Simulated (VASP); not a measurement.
# Na (I4/mmm) in VASP: a series of runs

The runs below take Na through single point, with PBE.

All numbers are computed with VASP 6.6.1; they aren't measurements. Logs are shortened: lines on timing, memory, paths and dates and some standing lists are left out, and cuts for length are marked.

## 1. Starting point

Symmetry: I4/mmm, No. 139, tetragonal system. The conventional cell has a = 3.777 Å, b = 3.777 Å, c = 5.275 Å, α = 90.00°, β = 90.00°, γ = 90.00°. Around Na (site symmetry 4/mmm) lie 12 Na at 3.75 to 3.78 Å.

This isn't the form of Na at room conditions, which is bcc.

## 2. Single point, PBE

The input, INCAR:

```
PREC = Accurate
ENCUT = 900
EDIFF = 1E-8
ISMEAR = 1
SIGMA = 0.05
LREAL = F
LASPH = T
NELM = 100
ALGO = Normal
ISIF = 2
LWAVE = F
LCHARG = F
GGA = PE
NBANDS = 10
ADDGRID = F
```

The input, KPOINTS:

```
Automatic mesh
0
Gamma
  12 12 12
```

The input, POSCAR:

```
Na
1.0
   -1.8882910800      1.8882910800      2.6372766800
    1.8882910800     -1.8882910800      2.6372766800
    1.8882910800      1.8882910800     -2.6372766800
Na
1
Direct
    0.0000000000      0.0000000000      0.0000000000
```

Potentials or basis: VASP PAW PBE potentials, release 64 (Na_pv).

Run with:

```console
> cat potpaw_PBE.64/Na_pv/POTCAR > POTCAR
> mpirun -np 1 vasp_std > vasp.out
```

OUTCAR:

```text
PREC = Accurate
   ENCUT = 900
   EDIFF = 1E-8
   ISMEAR = 1
   LREAL = F
   LASPH = T
   NELM = 100
   ISIF = 2
   GGA = PE

 ion  position               nearest neighbor table
   1  0.000  0.000  0.000-

  LATTYP: Found a body centered tetragonal cell.
 ALAT       =     3.7765821600
 C/A-ratio  =     1.3966473220

  Lattice vectors:

 A1 = (  -1.8882910800,   1.8882910800,   2.6372766800)
 A2 = (   1.8882910800,  -1.8882910800,   2.6372766800)
 A3 = (   1.8882910800,   1.8882910800,  -2.6372766800)

Analysis of symmetry for initial positions (statically):
=====================================================================
 Subroutine PRICEL returns:
 Original cell was already a primitive cell.

 Routine SETGRP: Setting up the symmetry group for a
 body centered tetragonal supercell.

 Subroutine GETGRP returns: Found 16 space group operations
 (whereof 16 operations were pure point group operations)
 out of a pool of 16 trial point group operations.

The static configuration has the point symmetry D_4h.

Analysis of symmetry for dynamics (positions and initial velocities):
=====================================================================
 Subroutine PRICEL returns:
 Original cell was already a primitive cell.

 Routine SETGRP: Setting up the symmetry group for a
 body centered tetragonal supercell.

 Subroutine GETGRP returns: Found 16 space group operations
 (whereof 16 operations were pure point group operations)
 out of a pool of 16 trial point group operations.

The dynamic configuration has the point symmetry D_4h.

 Subroutine INISYM returns: Found 16 space group operations
 (whereof 16 operations are pure point group operations),
 and found     1 'primitive' translations

----------------------------------------------------------------------------------------

                                     Primitive cell

  volume of cell :      37.6144

  direct lattice vectors                    reciprocal lattice vectors
    -1.888291080  1.888291080  2.637276680     0.000000000  0.264789685  0.189589512
     1.888291080 -1.888291080  2.637276680     0.264789685  0.000000000  0.189589512
     1.888291080  1.888291080 -2.637276680     0.264789685  0.264789685  0.000000000

  length of vectors
     3.753200593  3.753200593  3.753200593     0.325665105  0.325665105  0.374469164

  position of ions in fractional coordinates (direct lattice)
     0.000000000  0.000000000  0.000000000

  ion indices of the primitive-cell ions
   primitive index   ion index
                 1           1

----------------------------------------------------------------------------------------

 KPOINTS: Automatic mesh

Automatic generation of k-mesh.
 Grid dimensions read from file:
 generate k-points for:   12   12   12

 Generating k-lattice:

  Cartesian coordinates                     Fractional coordinates (reciprocal lattice)
     0.000000000  0.022065807  0.015799126     0.083333333  0.000000000 -0.000000000
     0.022065807  0.000000000  0.015799126     0.000000000  0.083333333 -0.000000000
     0.022065807  0.022065807  0.000000000     0.000000000  0.000000000  0.083333333

  Length of vectors
     0.027138759  0.027138759  0.031205764

  Shift w.r.t. Gamma in fractional coordinates (k-lattice)
     0.000000000  0.000000000  0.000000000

 Subroutine IBZKPT returns following result:
 ===========================================

 Found    163 irreducible k-points:

 Following reciprocal coordinates:
            Coordinates               Weight
  0.000000  0.000000  0.000000      1.000000
  0.083333 -0.000000  0.000000      8.000000
  0.166667 -0.000000  0.000000      8.000000
  0.250000 -0.000000  0.000000      8.000000
  0.333333 -0.000000  0.000000      8.000000
  0.416667  0.000000 -0.000000      8.000000
[... 16 lines left out ...]
  0.500000  0.166667  0.000000     16.000000
 -0.416667  0.166667  0.000000     16.000000
 [... further k-points ...]
   k-points           NKPTS =    163   k-points in BZ     NKDIM =    163   number of bands    NBANDS=     10
   number of dos      NEDOS =    301   number of ions     NIONS =      1
   total plane-waves  NPLWV =  64000
   dimension x,y,z NGX =    40 NGY =   40 NGZ =   40
   dimension x,y,z NGXF=    80 NGYF=   80 NGZF=   80
   ions per type =               1
   NGX,Y,Z   is equivalent  to a cutoff of  17.72, 17.72, 17.72 a.u.
   NGXF,Y,Z  is equivalent  to a cutoff of  35.44, 35.44, 35.44 a.u.
 SYSTEM =  unknown system
   PREC   = accura    normal or accurate (medium, high low for compatibility)
   ISTART =      0    job   : 0-new  1-cont  2-samecut
   ICHARG =      2    charge: 1-file 2-atom 10-const
   ISPIN  =      1    spin polarized calculation?
   LNONCOLLINEAR =      F non collinear calculations
   LSORBIT =      F    spin-orbit coupling
   LASPH  =      T    aspherical Exc in radial PAW
   ENCUT  =  900.0 eV  66.15 Ry    8.13 a.u.   9.18  9.18  9.18*2*pi/ulx,y,z
   NELM   =    100;   NELMIN=  2; NELMDL= -5     # of ELM steps
   EDIFF  = 0.1E-07   stopping-criterion for ELM
   LREAL  =      F    real-space projection
   EDIFFG = 0.1E-06   stopping-criterion for IOM
   NSW    =      0    number of steps for IOM
   IBRION =     -1    ionic relax: 0-MD 1-quasi-New 2-CG
   NFREE  =      0    steps in history (QN), initial steepest desc. (CG)
   ISIF   =      2    stress and relaxation
   ISYM   =      2    0-nonsym 1-usesym 2-fastsym
   POTIM  = 0.5000    time-step for ionic-motion
   TEBEG  =    0.0;   TEEND  =   0.0 temperature during run
   PSTRESS=    0.0 pullay stress
   NELECT =       7.0000    total number of electrons
   NUPDOWN=      -1.0000    fix difference up-down
   EMIN   =  10.00;   EMAX   =-10.00  energy-range for DOS
   EFERMI =   0.00;   METHOD = LEGACY
   ISMEAR =     1;   SIGMA  =   0.05  broadening in eV -4-tet -1-fermi 0-gaus
   EFERMI_NEDOS =   21; number of points for ismear=-14 and -15
   IALGO  =     38    algorithm
   IMIX   =      4    mixing-type and parameters
     AMIX     =   0.40;   BMIX     =  1.00
     AMIX_MAG =   1.60;   BMIX_MAG =  1.00
  volume/ion in A,a.u.               =      37.61       253.83
  Fermi-wavevector in a.u.,A,eV,Ry     =   0.934666  1.766262 11.886050  0.873600
  Thomas-Fermi vector in A             =   2.061494
   LORBIT       =      0    0 simple, 1 ext, 2 COOP (PROOUT), +10 PAW based schemes
   GGA     = PE    functional components
   LHFCALC =     F    Hartree Fock is set to
   AEXX    =    0.0000 exact exchange contribution
   IVDW    =     0    specifies the selected vdW correction
   LEPSILON=     F    determine dielectric tensor
   LRPA    =     F    only Hartree local field effects (RPA)
 non-spin polarized calculation
 Methfessel and Paxton  Order N= 1 SIGMA  =   0.05
  energy-cutoff  :      900.00
  volume of cell :       37.61
 maximum number of plane-waves:      2328
 NGX is ok and might be reduce to    40
   NGX = 19   NGY = 19   NGZ = 19

 number of electron       7.0000001 magnetization

 Free energy of the ion-electron system (eV)
  ---------------------------------------------------
  ext. energy  EPLUGINS =         0.00000000
  ---------------------------------------------------
  free energy    TOTEN  =        -1.31292269 eV

  energy without entropy =       -1.31305444  energy(sigma->0) =       -1.31296660

 E-fermi :   0.1935     XC(G=0):  -6.4635

 val. band max:        0.1862264606   @ k =  -0.2500  -0.4167   0.1667
 cond. band min:       0.2804523886   @ k =  -0.0833   0.4167   0.0833
 fundamental gap:      0.0942259279
 Fermi energy:         0.1934898729

 k-point     1 :       0.0000    0.0000    0.0000
  band No.  band energies     occupation
      1     -24.6222      2.00000
      2     -24.6221      2.00000
      3     -24.6221      2.00000
      4      -2.9606      2.00000
      5      11.2811      0.00000
      6      11.2811      0.00000
      7      11.3240      0.00000
      8      12.3830      0.00000
      9      12.8249      0.00000
     10      12.8257      0.00000

 k-point     2 :       0.0833   -0.0000    0.0000
  band No.  band energies     occupation
      1     -24.6244      2.00000
      2     -24.6225      2.00000
      3     -24.6225      2.00000
      4      -2.8461      2.00000
      5       9.6941      0.00000
      6      11.0410      0.00000
      7      11.0855      0.00000
      8      12.3906      0.00000
      9      13.2304      0.00000
     10      13.2458      0.00000

 k-point     3 :       0.1667   -0.0000    0.0000
  band No.  band energies     occupation
      1     -24.6305      2.00000
      2     -24.6234      2.00000
      3     -24.6233      2.00000
      4      -2.5041      2.00000
      5       7.6715      0.00000
      6      10.6635      0.00000
      7      10.7346      0.00000
      8      11.9731      0.00000
      9      13.7200      0.00000
     10      13.8914      0.00000

 k-point     4 :       0.2500   -0.0000    0.0000
  band No.  band energies     occupation
      1     -24.6388      2.00000
      2     -24.6246      2.00000
      3     -24.6244      2.00000
      4      -1.9391      2.00000
      5       5.7602      0.00000
      6      10.3848      0.00000
      7      10.4830      0.00000
      8      11.6346      0.00000
      9      12.8067      0.00000
     10      13.0434      0.00000
[... 222 lines left out ...]
 k-point    22 :       0.4167    0.1667    0.0000
  band No.  band energies     occupation
      1     -24.6522      2.00000
      2     -24.6328      2.00000
      3     -24.6279      2.00000
      4       0.9594     -0.00000
      5       1.8884      0.00000
      6       6.8830      0.00000
      7       9.2401      0.00000
      8      10.1067      0.00000
      9      13.2323      0.00000
     10      14.2850      0.00000

 k-point    23 :       0.5000    0.1667    0.0000
  band No.  band energies     occupation
      1     -24.6519      2.00000
      2     -24.6317      2.00000
      3     -24.6285      2.00000
      4       0.5632     -0.00000
      5       2.3532      0.00000
      6       7.2640      0.00000
      7       8.8943      0.00000
      8       9.7377      0.00000
      9      13.6661      0.00000
     10      14.6565      0.00000

 k-point    24 :      -0.4167    0.1667    0.0000
  band No.  band energies     occupation
      1     -24.6482      2.00000
      2     -24.6299      2.00000
      3     -24.6285      2.00000
      4      -0.4735      2.00000
      5       3.8393      0.00000
      6       7.8095      0.00000
      7       8.7383      0.00000
      8       9.6034      0.00000
      9      14.1238      0.00000
     10      14.3080      0.00000

 [... further k-points ...]

------------------------ aborting loop because EDIFF is reached ----------------------------------------

  FORCE on cell =-STRESS in cart. coord.  units (eV):
  Direction    XX          YY          ZZ          XY          YZ          ZX
  --------------------------------------------------------------------------------------
  -------------------------------------------------------------------------------------
  Total       -0.0274267     -0.0274267     -0.0268843      0.0000000     -0.0000000      0.0000000
  in kB       -1.1682375     -1.1682375     -1.1451305      0.0000000     -0.0000000      0.0000000
  external PRESSURE =      -1.1605351 kB  Pullay stress =       0.0000000 kB

 VOLUME and BASIS-vectors are now :
 -----------------------------------------------------------------------------
  energy-cutoff  :      900.00
  volume of cell :       37.61
      direct lattice vectors                 reciprocal lattice vectors
    -1.888291080  1.888291080  2.637276680     0.000000000  0.264789685  0.189589512
     1.888291080 -1.888291080  2.637276680     0.264789685  0.000000000  0.189589512
     1.888291080  1.888291080 -2.637276680     0.264789685  0.264789685  0.000000000

 POSITION                                       TOTAL-FORCE (eV/Angst)
 -----------------------------------------------------------------------------------
      0.00000      0.00000      0.00000        -0.000000      0.000000     -0.000000
 -----------------------------------------------------------------------------------
    total drift:                               -0.000000     -0.000000     -0.000000

  FREE ENERGIE OF THE ION-ELECTRON SYSTEM (eV)
  ---------------------------------------------------
  free  energy   TOTEN  =        -1.3129226879 eV

  energy  without entropy=       -1.3130544360  energy(sigma->0) =       -1.31296660
```

Wall time 64 s (1 thread of AMD EPYC 9R45 (Zen 5), shared host); peak memory 0.26 GiB.

Results:

```
Free energy            : -1.3129 eV
Pressure               : -0.1 GPa
Band gap on the k mesh : none (metal or under the smearing width)
```

## 3. Single point, PBE

Changes to INCAR since step 2:

```diff
@@ -1,6 +1,6 @@
 PREC = Accurate
-ENCUT = 900
-EDIFF = 1E-8
+ENCUT = 220
+EDIFF = 1E-6
 ISMEAR = 1
-SIGMA = 0.05
+SIGMA = 0.1
 LREAL = F
```

The input, KPOINTS:

```
Automatic mesh
0
Gamma
  2 2 2
```

POSCAR is that of step 2.

Potentials or basis: VASP PAW PBE potentials, release 64 (Na_pv).

Run with:

```console
> cat potpaw_PBE.64/Na_pv/POTCAR > POTCAR
> mpirun -np 1 vasp_std > vasp.out
```

Wall time 0.9 s (1 thread of AMD EPYC 9R45 (Zen 5), shared host); peak memory 0.08 GiB.

The run converged, but a check on its numbers failed (symmetry, net force, bounds or a known fault of this set-up), so they aren't taken as properties of the crystal.

Caveat: the k mesh is coarse (spacing up to 1.18 Å⁻¹), so the values aren't converged; the cutoff lies under the usual one of these potentials, so the numbers hold a large basis-set error.

## 4. Single point, PBE

Changes to INCAR since step 3:

```diff
@@ -1,3 +1,3 @@
 PREC = Accurate
-ENCUT = 220
+ENCUT = 280
 EDIFF = 1E-6
```

KPOINTS is that of step 3.

POSCAR is that of step 3.

Run with:

```console
> cat potpaw_PBE.64/Na_pv/POTCAR > POTCAR
> mpirun -np 1 vasp_std > vasp.out
```

It took 0.9 s on 1 thread of AMD EPYC 9R45 (Zen 5), shared host; peak memory 0.08 GiB.

The run converged, but some of its settings lie outside the range that counts as converged, so its numbers aren't taken as properties of the crystal.

What came out:

```
Free energy            : -0.4434 eV
Band gap on the k mesh : none (metal or under the smearing width)
```

Caveat: the k mesh is coarse (spacing up to 1.18 Å⁻¹), so the values aren't converged; the cutoff is under 1.25 times the usual one of these potentials, so pressure, stress and relaxed cells hold a basis-set (Pulay) error.

## 5. For comparison

An earlier run on the cell as given: functional PBE; potentials or basis VASP PAW PBE potentials, release 64 (Na_pv); cutoff 520 eV; k mesh 10 × 10 × 10; occupations fermi-dirac, width 0.05 eV; no spin polarisation.

* Pressure: -0.1 GPa
* Band gap on the k mesh: none (metal or under the smearing width)
